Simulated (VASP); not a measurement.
Wanted: the native input for a VASP 6.6.1 run.

* Task: single point
* Functional: PBEsol
* Potentials or basis: VASP PAW PBE potentials, release 64 (Zn)
* Cutoff: 520 eV
* k mesh: 20 × 20 × 20
* Occupations: fermi-dirac, width 0.1 eV
* Spin: no spin polarisation
* Dipole correction: no
* Further INCAR settings: ALGO = Normal; EDIFF = 1e-07; NBANDS = 12

The structure of Zn lies in POSCAR:

```
Zn
1.0
    2.5635715871      0.0000000000      0.0000000000
    0.0000000000      2.5635715871      0.0000000000
    0.0000000000      0.0000000000      2.5635715871
Zn
1
Direct
    0.0000000000      0.0000000000      0.0000000000
```

This isn't the form of Zn at room conditions, which is hcp.

The input as run:

INCAR

```
SYSTEM = Zn
ALGO = Normal
EDIFF = 1E-7
ENCUT = 520
GGA = PS
ISIF = 2
ISMEAR = -1
LASPH = .True.
LCHARG = .False.
LREAL = .False.
LWAVE = .False.
NBANDS = 12
NELM = 60
PREC = Accurate
SIGMA = 0.1
```

KPOINTS

```
k-points
0
Gamma
  20 20 20
  0 0 0
```

Potentials or basis: VASP PAW PBE potentials, release 64 (Zn).

Run with:

```sh
$ cat potpaw_PBE.64/Zn/POTCAR > POTCAR
$ mpirun -np 1 vasp_std > vasp.out
```

It gave:

```json
{
 "Pressure": "0.4 GPa",
 "Band gap on the k mesh": "none (metal or under the smearing width)"
}
```

Caveat: the PAW data sets were made with another functional, which shifts forces and pressure a little.

Run time: 15 s on 1 thread of Intel(R) Xeon(R) 6975P-C (Granite Rapids), with other jobs on the host, peak memory 0.16 GiB.
